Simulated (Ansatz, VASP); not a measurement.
ZnS in VASP and in Ansatz

```xyz
2
Lattice="0.0000 2.6484 2.6484 2.6484 0.0000 2.6484 2.6484 2.6484 0.0000" Properties=species:S:1:pos:R:3 pbc="T T T"
Zn    1.3242    1.3242    1.3242
S     0.0000    0.0000    0.0000
```

Alike in both runs: functional LDA; k mesh 8 × 8 × 8; occupations fermi-dirac, width 0.02 eV; no spin polarisation.

Ansatz relaxed the structure, and its values are those at the end. VASP's run is a single point on that final structure, the one shown.

```csv
,VASP,Ansatz
version,VASP 6.6.1,Ansatz 0.2.0
potentials or method,"VASP PAW LDA potentials, release 64 (Zn, S)",PAW plane waves
plane-wave cutoff (eV),520,420
valence electrons in the cell,18,18
```

```csv
,VASP,Ansatz,Ansatz less VASP
gap on the k mesh at the Fermi level (eV),2.16,2.12,-0.041
pressure (GPa),0.3,0.0,-0.27
```

Ansatz warned: «pseudo_functional_mismatch».
